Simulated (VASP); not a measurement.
# TiC (Fm-3m) in VASP: further runs, part 2 of 2

VASP 6.6.1. The steps go on from the part before.

## Step 4: Relaxation of cell and atoms, LDA

File INCAR:

```
ALGO     = Normal         # electronic algorithm
EDIFF    = 1E-6           # SCF threshold, eV
EDIFFG   = -0.01          # ionic threshold
ENCUT    = 600            # plane-wave cutoff, eV
GGA      = CA             # functional
IBRION   = 2              # ionic algorithm
ISIF     = 3              # what is computed and relaxed
ISMEAR   = -1             # smearing method
LASPH    = T              # aspherical terms in the spheres
LCHARG   = F              # write CHGCAR
LREAL    = F              # projectors in reciprocal space
LWAVE    = F              # write WAVECAR
NELM     = 60             # most SCF steps
NSW      = 60             # ionic steps
PREC     = Accurate       # precision mode
SIGMA    = 0.05           # smearing width, eV
```

File KPOINTS:

```
k-points
0
Gamma
  10 10 10
```

File POSCAR:

```
TiC
1.0
    0.0000000000      2.1657188437      2.1657188437
    2.1657188437      0.0000000000      2.1657188437
    2.1657188437      2.1657188437      0.0000000000
Ti C
1 1
Direct
    0.0000000000      0.0000000000      0.0000000000
    0.5000000000      0.5000000000      0.5000000000
```

Potentials or basis: VASP PAW LDA potentials, release 64 (Ti_sv, C).

Command:

```console
> cat potpaw_LDA.64/Ti_sv/POTCAR potpaw_LDA.64/C/POTCAR > POTCAR
> mpirun -np 1 vasp_std > vasp.out
```

OUTCAR:

```text
EDIFF = 1E-6
   EDIFFG = -0.01
   ENCUT = 600
   GGA = CA
   IBRION = 2
   ISIF = 3
   ISMEAR = -1
   LASPH = T
   LREAL = F
   NELM = 60
   NSW = 60
   PREC = Accurate

 ion  position               nearest neighbor table
   1  0.000  0.000  0.000-   2 2.17   2 2.17   2 2.17   2 2.17   2 2.17   2 2.17
   2  0.500  0.500  0.500-   1 2.17   1 2.17   1 2.17   1 2.17   1 2.17   1 2.17

  LATTYP: Found a face centered cubic cell.
 ALAT       =     4.3314376874

  Lattice vectors:

 A1 = (   0.0000000000,   2.1657188437,   2.1657188437)
 A2 = (   2.1657188437,   0.0000000000,   2.1657188437)
 A3 = (   2.1657188437,   2.1657188437,   0.0000000000)

Analysis of symmetry for initial positions (statically):
=====================================================================
 Subroutine PRICEL returns:
 Original cell was already a primitive cell.

 Routine SETGRP: Setting up the symmetry group for a
 face centered cubic supercell.

 Subroutine GETGRP returns: Found 48 space group operations
 (whereof 48 operations were pure point group operations)
 out of a pool of 48 trial point group operations.

The static configuration has the point symmetry O_h .

Analysis of symmetry for dynamics (positions and initial velocities):
=====================================================================
 Subroutine PRICEL returns:
 Original cell was already a primitive cell.

 Routine SETGRP: Setting up the symmetry group for a
 face centered cubic supercell.

 Subroutine GETGRP returns: Found 48 space group operations
[... 186 lines left out ...]
--------------------------------------- Ionic step        2  -------------------------------------------

 number of electron      15.9999996 magnetization

 E-fermi :  10.6620     XC(G=0): -13.5624

 val. band max:       10.6144148323   @ k =   0.1000   0.0000   0.0000
 cond. band min:      10.7133748547   @ k =   0.1000   0.1000   0.0000
 fundamental gap:      0.0989600224
 Fermi energy:        10.6619864123

 k-point     1 :       0.0000    0.0000    0.0000
  band No.  band energies     occupation
      1     -44.9515      2.00000
      2     -21.2779      2.00000
      3     -21.2779      2.00000
      4     -21.2779      2.00000
      5      -2.0913      2.00000
      6      11.2779      0.00001
      7      11.2779      0.00001
      8      11.2779      0.00001
      9      12.4549      0.00000
     10      12.4549      0.00000
     11      12.4549      0.00000
     12      12.5722      0.00000
[... 416 lines left out ...]
--------------------------------------- Ionic step        4  -------------------------------------------

 number of electron      16.0000003 magnetization

 Free energy of the ion-electron system (eV)
  ---------------------------------------------------
  ext. energy  EPLUGINS =         0.00000000
  ---------------------------------------------------
  free energy    TOTEN  =       -20.54107949 eV

  energy without entropy =      -20.53836612  energy(sigma->0) =      -20.53972280

 E-fermi :   9.8422     XC(G=0): -13.2214

 val. band max:        9.8389263352   @ k =   0.5000   0.5000   0.0000
 cond. band min:       9.9107311223   @ k =   0.1000   0.1000   0.0000
 fundamental gap:      0.0718047871
 Fermi energy:         9.8421925169

 k-point     1 :       0.0000    0.0000    0.0000
  band No.  band energies     occupation
      1     -45.9443      2.00000
      2     -22.3222      2.00000
      3     -22.3222      2.00000
      4     -22.3222      2.00000
      5      -2.6201      2.00000
      6      10.4474      0.00001
      7      10.4474      0.00001
      8      10.4474      0.00001
      9      11.5537      0.00000
     10      11.5537      0.00000
     11      11.5537      0.00000
     12      11.6150      0.00000
[... 374 lines left out ...]
  FREE ENERGIE OF THE ION-ELECTRON SYSTEM (eV)
  ---------------------------------------------------
  free  energy   TOTEN  =       -20.5410794875 eV

  energy  without entropy=      -20.5383661208  energy(sigma->0) =      -20.53972280

 reached required accuracy - stopping structural energy minimisation
```

OSZICAR:

```text
N       E                     dE             d eps       ncg     rms          rms(c)
DAV:   1     0.125201005409E+03    0.12520E+03   -0.93696E+03  1128   0.176E+03
DAV:   2    -0.158905563682E+02   -0.14109E+03   -0.13444E+03  1180   0.406E+02
[... 43 lines left out ...]
DAV:   1    -0.205412350290E+02   -0.16527E-03   -0.34870E-03  1144   0.969E-01    0.124E-01
DAV:   2    -0.205411037015E+02    0.13133E-03   -0.74167E-04  1256   0.434E-01    0.362E-02
DAV:   3    -0.205410757775E+02    0.27924E-04   -0.11594E-04  1340   0.121E-01    0.141E-02
DAV:   4    -0.205410758196E+02   -0.42192E-07   -0.36706E-05  1228   0.636E-02    0.786E-03
DAV:   5    -0.205410785856E+02   -0.27659E-05   -0.39185E-06  1288   0.197E-02    0.276E-03
DAV:   6    -0.205410794875E+02   -0.90195E-06   -0.23845E-06  1052   0.844E-03
   4 F= -.20541079E+02 E0= -.20539723E+02  d E =-.364835E-01
```

It took 28 s on 1 thread of Intel Xeon Platinum 8259CL at 2.50GHz (Skylake/Cascade Lake), shared host; peak memory 0.14 GiB.

What came out:

```yaml
Free_energy: -20.5411 eV
Relaxed_volume: 9.69 Å³/atom
Relaxed_cell: a = 3.015 Å, b = 3.015 Å, c = 3.015 Å, α = 60.00°, β = 60.00°, γ = 60.00°
Space_group_after_relaxing_to_0.05_Å: Fm-3m (No. 225)
Energy_gained_by_relaxing: 18.2 meV/atom
Ionic_steps: 4
Pressure_after_relaxing: 0.0 GPa
Band_gap_on_the_k_mesh: none (metal or under the smearing width)
```

Step by step:
| step | energy change (eV) | largest force (eV/Å) | pressure (GPa) | volume (Å³) |
| --- | --- | --- | --- | --- |
| 1 | 0.0000 | 0.0000 | -12.00 | 20.32 |
| 2 | 0.0381 | 0.0000 | 20.67 | 18.16 |
| 3 | -0.0365 | 0.0000 | -0.21 | 19.40 |
| 4 | -0.0365 | 0.0000 | -0.01 | 19.38 |

Final structure:
```yaml
crystal:
  lattice:
    - [0.00000, 2.13183, 2.13183]
    - [2.13183, 0.00000, 2.13183]
    - [2.13183, 2.13183, 0.00000]
  atoms:
    - { symbol: Ti, position: [0.00000, 0.00000, 0.00000] }
    - { symbol: C, position: [0.50000, 0.50000, 0.50000] }
```
